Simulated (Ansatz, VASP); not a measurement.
Two plane-wave programs on W

```xyz
1
Lattice="-1.5672 1.5672 1.5672 1.5672 -1.5672 1.5672 1.5672 1.5672 -1.5672" Properties=species:S:1:pos:R:3 pbc="T T T"
W     0.0000    0.0000    0.0000
```

Alike in both runs: functional LDA; k mesh 12 × 12 × 12; occupations fermi-dirac, width 0.1 eV; no spin polarisation.

Ansatz relaxed the structure, and its values are those at the end. VASP's run is a single point on that final structure, the one shown.

|  | VASP | Ansatz |
| --- | --- | --- |
| version | VASP 6.6.1 | Ansatz 0.2.0 |
| potentials or method | VASP PAW LDA potentials, release 64 (W_sv) | plane waves, PAW |
| plane-wave cutoff (eV) | 520 | 550 |
| valence electrons in the cell | 14 | 14 |

```tsv
	VASP	Ansatz	Ansatz less VASP
pressure (GPa)	1.9	0.0	-1.92
```

The runs have no spin-orbit coupling, so splittings on W are missing.
